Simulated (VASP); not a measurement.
# Pt (Fm-3m) in VASP: settings compared, part 2 of 2

VASP 6.6.1. Earlier steps stand in the parts before.

## (4) Relaxation of cell and atoms, PBE

INCAR

```
SYSTEM = Pt
PREC     = Accurate       ! precision mode
ENCUT    = 600            ! plane-wave cutoff, eV
EDIFF    = 1E-7           ! SCF threshold, eV
ISMEAR   = 0              ! smearing method
SIGMA    = 0.1            ! smearing width, eV
LREAL    = .False.        ! projectors in reciprocal space
LASPH    = .True.         ! aspherical terms in the spheres
NELM     = 80             ! most SCF steps
ALGO     = Normal         ! electronic algorithm
ISIF     = 3              ! what is computed and relaxed
LWAVE    = .False.        ! write WAVECAR
LCHARG   = .False.        ! write CHGCAR
GGA      = PE             ! functional
IBRION   = 2              ! ionic algorithm
NSW      = 90             ! ionic steps
EDIFFG   = -0.005         ! ionic threshold
```

KPOINTS

```
Automatic mesh
0
Gamma
  18 18 18
  0 0 0
```

POSCAR

```
Pt
1.0
    0.0000000000      1.9715751800      1.9715751800
    1.9715751800      0.0000000000      1.9715751800
    1.9715751800      1.9715751800      0.0000000000
Pt
1
Direct
    0.0000000000      0.0000000000      0.0000000000
```

Potentials or basis: VASP PAW PBE potentials, release 64 (Pt).

Command:

```
> cat potpaw_PBE.64/Pt/POTCAR > POTCAR
> mpirun -np 1 vasp_std > vasp.out
```

Wall time 30 s (1 thread of Intel Xeon Platinum 8488C (Sapphire Rapids), shared host); peak memory 0.18 GiB.

The run converged. Its results:

```yaml
Free_energy: -6.1002 eV
Relaxed_volume: 15.62 Å³/atom
Relaxed_cell: a = 2.806 Å, b = 2.806 Å, c = 2.806 Å, α = 60.00°, β = 60.00°, γ = 60.00°
Space_group_after_relaxing_to_0.05_Å: Fm-3m (No. 225)
Energy_gained_by_relaxing: 4.3 meV/atom
Ionic_steps: 4
Pressure_after_relaxing: 0.0 GPa
Band_gap_on_the_k_mesh: none (metal or under the smearing width)
```

Step by step:
```
step  energy change (eV)  largest force (eV/Å)  pressure (GPa)  volume (Å³)
   1              0.0000                0.0000            4.93        15.33
   2              0.0229                0.0000          -10.63        16.40
   3             -0.0043                0.0000           -0.07        15.62
   4             -0.0043                0.0000            0.02        15.62
```

Final structure:
```
CELL_PARAMETERS angstrom
0.00000 1.98389 1.98389
1.98389 0.00000 1.98389
1.98389 1.98389 0.00000
ATOMIC_POSITIONS crystal
Pt 0.00000 0.00000 0.00000
```

Levels at points of the mesh, in eV from the Fermi level:
```
           k point  band 3  band 4  band 5  band 6  band 7  band 8
(0.00, 0.00, 0.00)   -3.58   -3.58   -1.55   -1.55   14.73   19.50
(0.50, 0.00, 0.00)   -3.64   -0.33    0.03    0.03    5.58   14.29
(0.50, 0.50, 0.00)    0.00    0.45    0.45    1.85    8.51   11.28
```

## (5) Relaxation of cell and atoms, PBE+D3(BJ)

INCAR, as its differences from that of step 4:

```diff
@@ -14,2 +14,3 @@
 GGA      = PE             ! functional
+IVDW     = 12             ! dispersion correction
 IBRION   = 2              ! ionic algorithm
```

KPOINTS is that of step 4.

POSCAR is that of step 4.

Potentials or basis: VASP PAW PBE potentials, release 64 (Pt).

Command:

```
> cat potpaw_PBE.64/Pt/POTCAR > POTCAR
> mpirun -np 1 vasp_std > vasp.out
```

OUTCAR:

```text
SYSTEM = Pt
   PREC = Accurate
   ENCUT = 600
   EDIFF = 1E-7
   ISMEAR = 0
   LREAL = .False.
   LASPH = .True.
   NELM = 80
   ISIF = 3
   GGA = PE
   IVDW = 12
   IBRION = 2
   NSW = 90
   EDIFFG = -0.005
 IVDW          = 12

 ion  position               nearest neighbor table
   1  0.000  0.000  0.000-

  LATTYP: Found a face centered cubic cell.
 ALAT       =     3.9431503600

  Lattice vectors:

 A1 = (   0.0000000000,   1.9715751800,   1.9715751800)
 A2 = (   1.9715751800,   0.0000000000,   1.9715751800)
 A3 = (   1.9715751800,   1.9715751800,   0.0000000000)

Analysis of symmetry for initial positions (statically):
=====================================================================
 Subroutine PRICEL returns:
 Original cell was already a primitive cell.

[... 250 lines left out ...]
  ---------------------------------------------------
  ext. energy  EPLUGINS =         0.00000000
  ---------------------------------------------------
  free energy    TOTEN  =        -6.08775460 eV

  energy without entropy =       -6.07702982  energy(sigma->0) =       -6.08239221

 E-fermi :  11.1987     XC(G=0): -13.4696

 val. band max:       11.1985860385   @ k =   0.5000   0.5000   0.0000
 cond. band min:      11.1998957187   @ k =  -0.3333   0.3889   0.1111
 fundamental gap:      0.0013096801
 Fermi energy:        11.1987480788

 k-point     1 :       0.0000    0.0000    0.0000
  band No.  band energies     occupation
      1       1.0204      2.00000
      2       7.4292      2.00000
      3       7.4292      2.00000
      4       7.4292      2.00000
      5       9.5714      2.00000
      6       9.5714      2.00000
      7      25.8470      0.00000
      8      30.7931      0.00000
      9      30.7931      0.00000
[... 265 lines left out ...]
 k-point    24 :      -0.2222    0.0556    0.0000
  band No.  band energies     occupation
      1       3.0600      2.00000
      2       6.9410      2.00000
      3       7.8186      2.00000
      4       7.8857      2.00000
      5       9.3793      2.00000
      6      10.0564      2.00000
      7      24.8687      0.00000
      8      27.7364      0.00000
      9      32.2309      0.00000

 [... further k-points ...]

------------------------ aborting loop because EDIFF is reached ----------------------------------------

 Edisp (eV)   -0.77638

 E8    (eV) :    -0.3560
[... 24 lines left out ...]
  FREE ENERGIE OF THE ION-ELECTRON SYSTEM (eV)
  ---------------------------------------------------
  free  energy   TOTEN  =        -6.8641358816 eV

  energy  without entropy=       -6.8534110997  energy(sigma->0) =       -6.85877349

 reached required accuracy - stopping structural energy minimisation
```

OSZICAR:

```text
N       E                     dE             d eps       ncg     rms          rms(c)
DAV:   1     0.419229050994E+02    0.41923E+02   -0.60592E+03  3558   0.117E+03
DAV:   2    -0.595680385245E+01   -0.47880E+02   -0.45937E+02  3681   0.198E+02
DAV:   3    -0.647442823893E+01   -0.51762E+00   -0.50191E+00  4054   0.208E+01
[... 22 lines left out ...]
DAV:   3    -0.608739436861E+01    0.53762E-02   -0.26635E-02  3690   0.135E+00    0.572E-01
DAV:   4    -0.608772212034E+01   -0.32775E-03   -0.89878E-04  3911   0.227E-01    0.762E-02
DAV:   5    -0.608775051111E+01   -0.28391E-04   -0.21314E-05  4631   0.334E-02    0.130E-02
DAV:   6    -0.608775458460E+01   -0.40735E-05   -0.16354E-06  3897   0.960E-03    0.748E-04
DAV:   7    -0.608775460147E+01   -0.16872E-07   -0.13909E-08  2537   0.113E-03
   3 F= -.68641359E+01 E0= -.68587735E+01  d E =-.212497E-02
```

CONTCAR:

```text
Pt
   1.00000000000000
     0.0000000000000000    1.9632715231399511    1.9632715231399511
     1.9632715231399511    0.0000000000000000    1.9632715231399511
     1.9632715231399511    1.9632715231399511    0.0000000000000000
  Pt
     1
Direct
     0.0000000000000000    0.0000000000000000    0.0000000000000000

  0.00000000E+00  0.00000000E+00  0.00000000E+00
```

Run time: 26 s. Hardware: 1 thread of Intel Xeon Platinum 8488C (Sapphire Rapids), shared host; peak memory 0.18 GiB.

Results:

- Free energy: -6.8641 eV
- Relaxed volume: 15.13 Å³/atom
- Relaxed cell: a = 2.776 Å, b = 2.776 Å, c = 2.776 Å, α = 60.00°, β = 60.00°, γ = 60.00°
- Space group after relaxing (to 0.05 Å): Fm-3m (No. 225)
- Energy gained by relaxing: 2.1 meV/atom
- Ionic steps: 3
- Pressure after relaxing: 0.0 GPa
- Band gap on the k mesh: none (metal or under the smearing width)
- Dispersion energy per atom: -0.776 eV

The path:
| step | energy change (eV) | largest force (eV/Å) | pressure (GPa) | volume (Å³) |
| --- | --- | --- | --- | --- |
| 1 | 0.0000 | 0.0000 | -3.42 | 15.33 |
| 2 | 0.0146 | 0.0000 | 10.70 | 14.61 |
| 3 | -0.0021 | 0.0000 | -0.03 | 15.13 |

Final structure:
```
CELL_PARAMETERS angstrom
0.00000 1.96327 1.96327
1.96327 0.00000 1.96327
1.96327 1.96327 0.00000
ATOMIC_POSITIONS crystal
Pt 0.00000 0.00000 0.00000
```

Caveat: pairwise dispersion overbinds metals, which lowers pressure and volume. The run has no spin-orbit coupling, so splittings on Pt are missing.

## (6) Relaxation of cell and atoms, PBEsol

INCAR, as its differences from that of step 5:

```diff
@@ -2,3 +2,3 @@
 PREC     = Accurate       ! precision mode
-ENCUT    = 600            ! plane-wave cutoff, eV
+ENCUT    = 300            ! plane-wave cutoff, eV
 EDIFF    = 1E-7           ! SCF threshold, eV
@@ -13,4 +13,3 @@
 LCHARG   = .False.        ! write CHGCAR
-GGA      = PE             ! functional
-IVDW     = 12             ! dispersion correction
+GGA      = PS             ! functional
 IBRION   = 2              ! ionic algorithm
```

KPOINTS is that of step 5.

POSCAR is that of step 5.

Potentials or basis: VASP PAW PBE potentials, release 64 (Pt).

Command:

```
> cat potpaw_PBE.64/Pt/POTCAR > POTCAR
> mpirun -np 1 vasp_std > vasp.out
```

Run time: 12 s. Hardware: 1 thread of Intel Xeon Platinum 8488C (Sapphire Rapids), shared host; peak memory 0.12 GiB.

It converged, with:

- Free energy: -6.9740 eV
- Relaxed volume: 14.98 Å³/atom
- Relaxed cell: a = 2.767 Å, b = 2.767 Å, c = 2.767 Å, α = 60.00°, β = 60.00°, γ = 60.00°
- Space group after relaxing (to 0.05 Å): Fm-3m (No. 225)
- Energy gained by relaxing: 7.2 meV/atom
- Ionic steps: 4
- Pressure after relaxing: 0.0 GPa
- Band gap on the k mesh: none (metal or under the smearing width)

Step by step:
```
step  energy change (eV)  largest force (eV/Å)  pressure (GPa)  volume (Å³)
   1              0.0000                0.0000           -6.31        15.33
   2              0.0552                0.0000           22.66        14.03
   3             -0.0072                0.0000           -0.17        14.98
   4             -0.0072                0.0000           -0.02        14.98
```

Final structure:
```
Pt
1.0
     0.00000    1.95635    1.95635
     1.95635    0.00000    1.95635
     1.95635    1.95635    0.00000
Pt
1
Cartesian
  0.0000 0.0000 0.0000
```

Levels at points of the mesh, in eV from the Fermi level:
```tsv
k point	band 3	band 4	band 5	band 6	band 7	band 8
(0.00, 0.00, 0.00)	-3.85	-3.85	-1.65	-1.65	14.60	19.59
(0.50, 0.00, 0.00)	-3.91	-0.59	0.04	0.04	5.85	14.15
(0.50, 0.50, 0.00)	0.02	0.50	0.50	1.68	8.90	11.35
```

Caveat: the PAW data sets were made with another functional, which shifts forces and pressure a little.

## (7) Overview

```tsv
level	potentials or basis	cutoff (eV)	gap on the mesh (eV)	pressure (GPa)	relaxed volume (Å³/atom)
PBEsol	VASP PAW PBE potentials, release 64 (Pt)	600	none	0.0	15.02
LDA	VASP PAW LDA potentials, release 64 (Pt)	600	none	0.0	14.80
PBE	VASP PAW PBE potentials, release 64 (Pt)	600	none	0.0	15.62
PBE+D3(BJ)	VASP PAW PBE potentials, release 64 (Pt)	600	none	0.0	15.13
PBEsol	VASP PAW PBE potentials, release 64 (Pt)	300	none	0.0	14.98
```

Alike in all rows: task relaxation of cell and atoms; no spin polarisation; cell relaxed; k mesh 18 × 18 × 18; smearing gaussian 0.1 eV.

Caveats: the PAW data sets were made with another functional, which shifts forces and pressure a little (some runs); pairwise dispersion overbinds metals, which lowers pressure and volume (some runs).

Total energies depend on the potentials used, so only differences within one code and one set of settings carry meaning.
